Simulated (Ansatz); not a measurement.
**AlGa3N4 under pressure**

The calculation used DFT r2SCAN, scalar-relativistic, plane waves, PAW in Ansatz. Run with 500 eV cutoff, 6×6×6 k-mesh, Gaussian smearing of 0.02 eV, no spin polarisation.

Reference structure (relaxed):

```
CELL_PARAMETERS angstrom
4.46534 0.00000 0.00000
0.00000 4.46534 0.00000
0.00000 0.00000 4.46534
ATOMIC_POSITIONS crystal
Al 0.00000 0.00000 0.00000
Ga 0.50000 0.50000 0.00000
Ga 0.50000 0.00000 0.50000
Ga 0.00000 0.50000 0.50000
N 0.75535 0.75535 0.24465
N 0.75535 0.24465 0.75535
N 0.24465 0.75535 0.75535
N 0.24465 0.24465 0.24465
```

Cell and atoms are relaxed at each pressure within the symmetry of the start, at zero temperature, so transitions that lower the symmetry aren't seen. The k-mesh given is that at zero pressure and may differ at others. a, b and c are the lengths of the cell vectors above. Gaps are generalised Kohn–Sham gaps over the whole zone.

```csv
P (GPa),V (Å³/atom),V/V0,a (Å),b (Å),c (Å)
-1,11.19,1.005,4.473,4.473,4.473
0,11.13,1.000,4.465,4.465,4.465
1,11.07,0.995,4.458,4.458,4.458
4,10.92,0.981,4.437,4.437,4.437
12,10.55,0.948,4.386,4.386,4.386
25,10.06,0.904,4.317,4.317,4.317
```

Task: What bulk modulus and pressure derivative fit these points?

Result: A third-order Birch–Murnaghan fit gives B0 = 200 GPa and B0' = 4.1.

Task: What does pressure do to the gap?

Result: The gaps are 2.78 eV at -1 GPa, 2.82 eV at 0 GPa, 2.85 eV at 1 GPa, 2.96 eV at 4 GPa, 3.21 eV at 12 GPa, 3.57 eV at 25 GPa.